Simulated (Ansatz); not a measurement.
# What hybrid functionals make of BN

```
CELL_PARAMETERS angstrom
2.53693 0.00000 0.00000
-1.26847 2.19705 0.00000
0.00000 0.00000 4.19592
ATOMIC_POSITIONS crystal
B 0.66667 0.33333 0.00027
B 0.33333 0.66667 0.50027
N 0.66667 0.33333 0.37473
N 0.33333 0.66667 0.87473
```

All runs: Ansatz, plane waves and PAW, scalar-relativistic (no spin–orbit coupling), 6×6×4 k-mesh, Gaussian smearing of 0.05 eV, no spin polarisation. Semilocal reference PBE: gap 5.18 eV, pressure 8.0 GPa. The hybrids carry no U.

(1) What gap and pressure does HSE06-type hybrid with a screening parameter of 0.4 Å⁻¹ give at this geometry?

(2) And the other functionals?

Answers

(1) Gap 6.07 eV, pressure -0.3 GPa.

(2) 
```json
{"functional": "HSE06-type hybrid with a screening parameter of 0.4 Å⁻¹", "gap": "6.07 eV", "pressure (GPa)": "-0.3", "cutoff (eV)": "420", "core-seconds": "16"}
{"functional": "HSE06-type hybrid with a screening parameter of 0.3 Å⁻¹", "gap": "6.27 eV", "pressure (GPa)": "-0.8", "cutoff (eV)": "420", "core-seconds": "16"}
{"functional": "HSE06", "gap": "6.51 eV", "pressure (GPa)": "-1.1", "cutoff (eV)": "420", "core-seconds": "16"}
{"functional": "wPBEh", "gap": "6.59 eV", "pressure (GPa)": "0.2", "cutoff (eV)": "420", "core-seconds": "16"}
{"functional": "PBE0-type hybrid with an exact-exchange fraction taken as 1/ε∞", "gap": "7.00 eV", "pressure (GPa)": "0.1", "cutoff (eV)": "420", "core-seconds": "43"}
{"functional": "revPBE0", "gap": "7.32 eV", "pressure (GPa)": "2.4", "cutoff (eV)": "420", "core-seconds": "16"}
{"functional": "PBE0-type hybrid with an exact-exchange fraction of 0.35", "gap": "8.13 eV", "pressure (GPa)": "-4.5", "cutoff (eV)": "420", "core-seconds": "18"}
{"functional": "PBE0-type hybrid with an exact-exchange fraction of 0.4", "gap": "8.56 eV", "pressure (GPa)": "-6.2", "cutoff (eV)": "420", "core-seconds": "18"}
```

In the PBE0 form the gap grows almost linearly with the exact-exchange fraction, by 0.84 eV for each tenth. The dielectric-dependent PBE0 form takes the fraction 0.217 = 1/ε∞, that is ε∞ = 4.6. On shared hosts the hybrid runs at the reference's cutoff took roughly 13 to 35 times the core time of the semilocal one on the same mesh, with some more bands.

Caveats: core times come from shared hosts and scatter; gaps are read on a coarse mesh; stress loosely converged.
